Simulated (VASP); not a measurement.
A run of VASP 6.6.1:

File INCAR:

```
SYSTEM = Be16H
PREC = Accurate
ENCUT = 520
EDIFF = 1E-6
ISMEAR = 0
SIGMA = 0.1
LREAL = Auto
LASPH = .True.
NELM = 100
ALGO = Fast
ISIF = 2
LWAVE = .False.
LCHARG = .False.
GGA = PE
IVDW = 12
IBRION = 2
NSW = 80
EDIFFG = -0.03
```

KPOINTS

```
regular mesh
0
Gamma
  5 6 4
  0 0 0
```

POSCAR

```
Be16H
1.0
   -2.2900000000     -3.9663960000      0.0000000000
    3.4350000000     -1.9831980000      0.0000000000
    0.0000000000      0.0000000000      7.1768600000
Be H
16 1
Direct
    0.7500000000      0.5000000000      0.0000000000
    0.5000000000      0.3333333000      0.2500000000
    0.7500000000      0.5000000000      0.5000000000
    0.5000000000      0.3333333000      0.7500000000
    0.5000000000      0.0000000000      0.0000000000
    0.2500000000      0.8333333000      0.2500000000
    0.5000000000      0.0000000000      0.5000000000
    0.2500000000      0.8333333000      0.7500000000
    0.2500000000      0.5000000000      0.0000000000
    0.0000000000      0.3333333000      0.2500000000
    0.2500000000      0.5000000000      0.5000000000
    0.0000000000      0.3333333000      0.7500000000
    0.0000000000      0.0000000000      0.0000000000
    0.7500000000      0.8333333000      0.2500000000
    0.0000000000      0.0000000000      0.5000000000
    0.7500000000      0.8333333000      0.7500000000
    0.2481785000      0.1614061000      0.6295348000
```

Potentials or basis: VASP PAW PBE potentials, release 64 (Be, H).

Command:

```console
$ cat potpaw_PBE.64/Be/POTCAR potpaw_PBE.64/H/POTCAR > POTCAR
$ mpirun -np 1 vasp_std > vasp.out
```

Hardware: 1 thread of Intel(R) Xeon(R) 6975P-C (Granite Rapids), on a shared host.

Problem. How long does it take, and how much memory?

Solution. Wall time 7.9 min on 1 thread of Intel(R) Xeon(R) 6975P-C (Granite Rapids) (shared host), peak memory 0.34 GiB. Counts: scf iterations 44, k points 62, ion steps 7.
